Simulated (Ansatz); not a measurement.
Born–Oppenheimer molecular dynamics of a periodic cell of 15 atoms, K7Cl8 (host KCl, host structure Fm-3m, one K atom removed). It starts from an unrelaxed structure (largest force component 0.22 eV/Å).

Method: DFT PBEsol, scalar-relativistic, plane waves, PAW in Ansatz 0.2.0. Settings: accuracy low, cutoff 420 eV, k mesh 1x1x1, fermi-dirac smearing 0.05 eV, no spin polarisation.

```json
{
  "ensemble": "NVT, Langevin thermostat",
  "time step": "2 fs",
  "steps asked": "260",
  "set temperature": "1200 K",
  "friction": "0.005 /fs",
  "seed": "779951"
}
```

Frames 10 fs apart, positions in Å, forces in eV/Å.

Velocities at 320.0 fs (Å/ps):

```
K 0.39 -6.77 6.54
Cl 5.79 -1.59 -2.85
Cl 0.56 5.24 -1.71
K 2.26 3.72 -1.35
Cl 2.98 7.27 3.45
K 5.27 -3.07 2.39
Cl 8.19 -7.40 -4.59
K 7.93 2.80 2.88
Cl 2.08 -5.67 -8.33
K 2.65 2.12 2.10
Cl -2.45 -2.69 -3.14
K -6.03 -4.17 2.00
Cl -4.88 3.73 2.38
K 9.06 7.59 7.09
Cl -0.93 4.77 -1.21
```

```xyz
15
Lattice="0.0000 6.2747 6.2747 6.2747 0.0000 6.2747 6.2747 6.2747 0.0000" Properties=species:S:1:pos:R:3:forces:R:3 time_fs=320.0 energy_less_start_eV=2.141 T=980
K 0.051 -0.664 0.050 -1.77 -0.10 0.21
Cl 4.005 3.632 4.117 -0.10 -0.50 -0.08
Cl 7.293 6.252 3.370 -1.04 -0.33 0.15
K 3.460 0.720 2.507 0.68 0.20 -0.03
Cl 6.811 2.799 6.790 -0.15 -0.13 0.06
K 7.155 2.906 3.595 -0.19 0.13 0.84
Cl 9.578 6.203 6.014 -0.11 0.27 0.32
K 0.811 2.911 3.554 -0.29 0.19 -0.02
Cl 2.446 6.264 5.870 1.97 0.37 -0.28
K 3.676 6.049 2.823 -0.07 0.43 0.05
Cl 6.130 9.110 7.276 0.10 0.09 -0.44
K 3.431 2.841 6.809 0.13 0.14 0.17
Cl 6.173 5.733 9.395 0.17 0.11 0.34
K 6.237 6.368 6.692 0.31 -0.57 -0.91
Cl 10.028 9.447 9.904 0.35 -0.32 -0.37
15
Lattice="0.0000 6.2747 6.2747 6.2747 0.0000 6.2747 6.2747 6.2747 0.0000" Properties=species:S:1:pos:R:3:forces:R:3 time_fs=330.0 energy_less_start_eV=2.179 T=1085
K 0.042 -0.732 0.120 -1.13 0.20 0.12
Cl 4.075 3.612 4.080 -0.15 -0.54 0.03
Cl 7.290 6.306 3.361 -0.92 -0.33 0.10
K 3.494 0.762 2.495 0.51 0.16 -0.06
Cl 6.824 2.879 6.821 -0.13 -0.13 0.07
K 7.202 2.869 3.616 -0.39 0.13 0.71
Cl 9.661 6.133 5.997 -0.20 0.36 0.39
K 0.880 2.940 3.592 -0.33 0.27 -0.07
Cl 2.489 6.221 5.776 1.34 0.24 -0.16
K 3.690 6.071 2.861 -0.02 0.39 0.05
Cl 6.100 9.076 7.226 0.19 0.33 -0.15
K 3.367 2.802 6.825 0.25 0.20 -0.03
Cl 6.125 5.768 9.425 0.24 0.04 0.41
K 6.319 6.430 6.751 0.33 -1.00 -1.05
Cl 10.021 9.488 9.864 0.41 -0.32 -0.36
15
Lattice="0.0000 6.2747 6.2747 6.2747 0.0000 6.2747 6.2747 6.2747 0.0000" Properties=species:S:1:pos:R:3:forces:R:3 time_fs=340.0 energy_less_start_eV=2.211 T=1033
K 0.013 -0.791 0.186 -0.37 0.48 -0.02
Cl 4.142 3.585 4.053 -0.21 -0.49 0.03
Cl 7.260 6.342 3.346 -0.68 -0.28 0.03
K 3.546 0.799 2.484 0.19 0.11 -0.06
Cl 6.813 2.964 6.866 -0.10 -0.11 0.07
K 7.222 2.839 3.640 -0.43 0.14 0.65
Cl 9.749 6.062 6.021 -0.39 0.44 0.42
K 0.951 2.963 3.637 -0.38 0.33 -0.12
Cl 2.566 6.209 5.680 0.63 0.08 0.12
K 3.691 6.116 2.917 0.10 0.29 0.00
Cl 6.104 9.031 7.167 0.19 0.75 0.06
K 3.310 2.779 6.835 0.35 0.22 -0.17
Cl 6.078 5.822 9.482 0.36 -0.01 0.35
K 6.409 6.482 6.791 0.37 -1.64 -1.05
Cl 10.038 9.519 9.799 0.35 -0.32 -0.32
15
Lattice="0.0000 6.2747 6.2747 6.2747 0.0000 6.2747 6.2747 6.2747 0.0000" Properties=species:S:1:pos:R:3:forces:R:3 time_fs=350.0 energy_less_start_eV=2.271 T=986
K -0.018 -0.835 0.245 0.17 0.63 -0.09
Cl 4.199 3.526 4.029 -0.27 -0.35 0.02
Cl 7.199 6.374 3.304 -0.48 -0.23 0.00
K 3.587 0.828 2.493 -0.07 0.07 -0.09
Cl 6.811 3.025 6.909 -0.07 -0.06 0.05
K 7.244 2.817 3.682 -0.42 0.15 0.60
Cl 9.815 6.017 6.069 -0.63 0.50 0.40
K 1.003 2.989 3.672 -0.40 0.34 -0.15
Cl 2.662 6.183 5.595 0.13 -0.02 0.51
K 3.698 6.168 2.978 0.30 0.13 -0.20
Cl 6.104 8.990 7.129 0.16 1.01 0.17
K 3.270 2.754 6.859 0.41 0.24 -0.32
Cl 6.039 5.868 9.557 0.48 -0.03 0.23
K 6.500 6.497 6.809 0.41 -2.08 -0.91
Cl 10.067 9.546 9.727 0.28 -0.30 -0.23
15
Lattice="0.0000 6.2747 6.2747 6.2747 0.0000 6.2747 6.2747 6.2747 0.0000" Properties=species:S:1:pos:R:3:forces:R:3 time_fs=360.0 energy_less_start_eV=2.319 T=1041
K -0.049 -0.863 0.300 0.57 0.67 -0.11
Cl 4.254 3.453 4.024 -0.30 -0.16 0.02
Cl 7.113 6.412 3.264 -0.29 -0.19 0.02
K 3.620 0.867 2.521 -0.26 0.00 -0.15
Cl 6.813 3.081 6.956 -0.04 -0.02 0.04
K 7.283 2.805 3.748 -0.40 0.14 0.52
Cl 9.871 5.992 6.124 -0.92 0.54 0.34
K 1.049 3.025 3.706 -0.41 0.33 -0.16
Cl 2.762 6.146 5.511 -0.30 -0.08 1.11
K 3.730 6.228 3.043 0.60 0.01 -0.69
Cl 6.102 8.970 7.109 0.20 0.72 0.20
K 3.255 2.727 6.878 0.43 0.25 -0.43
Cl 6.011 5.899 9.621 0.58 -0.04 0.14
K 6.587 6.459 6.805 0.36 -1.90 -0.72
Cl 10.109 9.577 9.662 0.20 -0.27 -0.11
15
Lattice="0.0000 6.2747 6.2747 6.2747 0.0000 6.2747 6.2747 6.2747 0.0000" Properties=species:S:1:pos:R:3:forces:R:3 time_fs=370.0 energy_less_start_eV=2.400 T=958
K -0.066 -0.866 0.345 0.90 0.60 -0.10
Cl 4.310 3.395 4.042 -0.31 -0.04 0.02
Cl 7.022 6.440 3.243 -0.09 -0.15 0.06
K 3.651 0.911 2.542 -0.30 -0.12 -0.21
Cl 6.805 3.151 6.999 0.00 -0.01 0.01
K 7.314 2.794 3.812 -0.34 0.13 0.44
Cl 9.922 5.980 6.177 -1.22 0.58 0.25
K 1.084 3.050 3.732 -0.42 0.31 -0.15
Cl 2.870 6.100 5.442 -0.74 -0.17 1.95
K 3.790 6.279 3.109 0.93 0.04 -1.50
Cl 6.109 8.960 7.093 0.28 0.23 0.17
K 3.234 2.710 6.881 0.40 0.23 -0.51
Cl 6.023 5.899 9.677 0.55 0.01 0.07
K 6.676 6.379 6.783 0.23 -1.42 -0.54
Cl 10.149 9.601 9.582 0.13 -0.22 0.04
15
Lattice="0.0000 6.2747 6.2747 6.2747 0.0000 6.2747 6.2747 6.2747 0.0000" Properties=species:S:1:pos:R:3:forces:R:3 time_fs=380.0 energy_less_start_eV=2.249 T=924
K -0.048 -0.857 0.386 0.85 0.56 -0.14
Cl 4.348 3.350 4.056 -0.31 0.12 0.05
Cl 6.936 6.458 3.222 0.11 -0.08 0.12
K 3.687 0.972 2.556 -0.27 -0.31 -0.30
Cl 6.795 3.213 7.020 0.04 -0.09 0.02
K 7.323 2.782 3.865 -0.25 0.10 0.35
Cl 9.930 5.993 6.208 -1.15 0.51 0.20
K 1.118 3.081 3.755 -0.45 0.27 -0.15
Cl 2.963 6.066 5.444 -0.82 -0.24 2.02
K 3.873 6.323 3.124 0.86 0.08 -1.57
Cl 6.125 8.956 7.089 0.37 -0.22 0.11
K 3.218 2.703 6.865 0.33 0.20 -0.62
Cl 6.059 5.913 9.723 0.50 0.04 0.02
K 6.765 6.261 6.731 0.06 -0.80 -0.37
Cl 10.155 9.629 9.481 0.12 -0.15 0.25
15
Lattice="0.0000 6.2747 6.2747 6.2747 0.0000 6.2747 6.2747 6.2747 0.0000" Properties=species:S:1:pos:R:3:forces:R:3 time_fs=390.0 energy_less_start_eV=2.002 T=1078
K -0.033 -0.828 0.443 0.70 0.41 -0.25
Cl 4.372 3.316 4.071 -0.30 0.29 0.09
Cl 6.859 6.460 3.209 0.41 -0.01 0.21
K 3.718 1.020 2.569 -0.22 -0.50 -0.41
Cl 6.795 3.287 7.047 0.06 -0.36 0.05
K 7.315 2.795 3.889 -0.14 0.06 0.27
Cl 9.905 6.022 6.227 -0.88 0.41 0.17
K 1.138 3.108 3.776 -0.46 0.22 -0.14
Cl 3.033 6.065 5.510 -0.58 -0.20 1.35
K 3.972 6.361 3.096 0.32 0.03 -0.88
Cl 6.163 8.934 7.090 0.41 -0.34 0.06
K 3.211 2.715 6.835 0.22 0.17 -0.71
Cl 6.089 5.921 9.781 0.43 0.04 -0.01
K 6.840 6.122 6.660 -0.09 -0.16 -0.25
Cl 10.149 9.653 9.391 0.14 -0.07 0.47
15
Lattice="0.0000 6.2747 6.2747 6.2747 0.0000 6.2747 6.2747 6.2747 0.0000" Properties=species:S:1:pos:R:3:forces:R:3 time_fs=400.0 energy_less_start_eV=2.001 T=1243
K -0.026 -0.798 0.498 0.49 0.20 -0.43
Cl 4.378 3.283 4.093 -0.27 0.48 0.10
Cl 6.784 6.453 3.190 0.92 0.07 0.36
K 3.760 1.056 2.584 -0.19 -0.69 -0.53
Cl 6.805 3.351 7.093 0.04 -1.01 0.14
K 7.281 2.802 3.901 0.01 0.01 0.20
Cl 9.841 6.054 6.232 -0.42 0.30 0.16
K 1.144 3.147 3.808 -0.43 0.12 -0.12
Cl 3.070 6.053 5.596 -0.39 -0.14 0.75
K 4.072 6.375 3.064 -0.46 0.01 -0.30
Cl 6.230 8.882 7.105 0.38 -0.25 0.01
K 3.219 2.745 6.801 0.10 0.10 -0.78
Cl 6.131 5.911 9.855 0.34 0.07 -0.01
K 6.921 5.964 6.579 -0.27 0.72 -0.26
Cl 10.138 9.703 9.306 0.15 0.01 0.71
15
Lattice="0.0000 6.2747 6.2747 6.2747 0.0000 6.2747 6.2747 6.2747 0.0000" Properties=species:S:1:pos:R:3:forces:R:3 time_fs=410.0 energy_less_start_eV=2.264 T=970
K -0.009 -0.764 0.551 0.34 0.00 -0.65
Cl 4.394 3.265 4.131 -0.24 0.52 -0.01
Cl 6.734 6.439 3.180 1.61 0.16 0.56
K 3.810 1.073 2.565 -0.14 -0.73 -0.55
Cl 6.835 3.393 7.135 -0.01 -1.79 0.37
K 7.265 2.808 3.929 0.13 -0.04 0.12
Cl 9.782 6.060 6.245 0.10 0.26 0.15
K 1.138 3.217 3.856 -0.36 -0.04 -0.12
Cl 3.085 6.020 5.688 -0.28 -0.08 0.36
K 4.156 6.385 3.033 -1.35 0.00 0.05
Cl 6.329 8.827 7.117 0.31 -0.12 -0.02
K 3.213 2.779 6.751 0.03 0.02 -0.63
Cl 6.179 5.896 9.926 0.23 0.17 0.00
K 7.001 5.833 6.479 -0.50 1.61 -0.42
Cl 10.150 9.752 9.239 0.14 0.04 0.80
15
Lattice="0.0000 6.2747 6.2747 6.2747 0.0000 6.2747 6.2747 6.2747 0.0000" Properties=species:S:1:pos:R:3:forces:R:3 time_fs=420.0 energy_less_start_eV=2.417 T=985
K 0.013 -0.745 0.576 0.28 -0.09 -0.70
Cl 4.416 3.248 4.182 -0.15 0.49 -0.32
Cl 6.730 6.422 3.199 1.86 0.18 0.63
K 3.873 1.070 2.529 -0.12 -0.65 -0.49
Cl 6.869 3.396 7.178 -0.06 -2.02 0.53
K 7.280 2.794 3.970 0.18 -0.07 0.05
Cl 9.744 6.064 6.271 0.65 0.27 0.14
K 1.123 3.290 3.906 -0.28 -0.23 -0.15
Cl 3.112 5.984 5.785 -0.23 -0.02 0.14
K 4.196 6.390 2.996 -1.74 0.02 0.23
Cl 6.437 8.770 7.126 0.19 -0.01 -0.03
K 3.210 2.822 6.671 0.02 -0.02 -0.13
Cl 6.223 5.903 9.996 0.15 0.30 0.01
K 7.081 5.760 6.387 -0.85 1.85 -0.55
Cl 10.174 9.789 9.209 0.09 -0.01 0.64
15
Lattice="0.0000 6.2747 6.2747 6.2747 0.0000 6.2747 6.2747 6.2747 0.0000" Properties=species:S:1:pos:R:3:forces:R:3 time_fs=430.0 energy_less_start_eV=2.444 T=987
K 0.025 -0.730 0.591 0.30 -0.11 -0.60
Cl 4.448 3.238 4.223 0.02 0.48 -0.71
Cl 6.781 6.420 3.232 1.53 0.15 0.52
K 3.927 1.074 2.484 -0.10 -0.58 -0.41
Cl 6.927 3.382 7.219 -0.05 -1.76 0.54
K 7.300 2.777 3.991 0.21 -0.09 0.01
Cl 9.738 6.084 6.316 1.12 0.32 0.14
K 1.099 3.384 3.956 -0.16 -0.52 -0.20
Cl 3.151 5.952 5.889 -0.23 0.05 -0.03
K 4.209 6.393 2.966 -1.49 0.05 0.38
Cl 6.554 8.726 7.127 0.03 0.05 -0.02
K 3.198 2.876 6.580 0.02 -0.07 0.54
Cl 6.273 5.917 10.067 0.02 0.56 -0.01
K 7.166 5.725 6.287 -1.28 1.56 -0.56
Cl 10.196 9.825 9.208 0.04 -0.09 0.40
```

Of the whole run (520 fs, mean temperature of the second half 1116 K): A run of 0.52 ps of so small a system gives no equilibrium averages. Limits of this set-up: coarse k mesh, odd electron count without spin, low accuracy level.

Time of the run: 15 min on 1 thread of Intel(R) Xeon(R) Platinum 8259CL CPU @ 2.50GHz (Skylake/Cascade Lake) (shared host), peak memory 0.63 GiB.
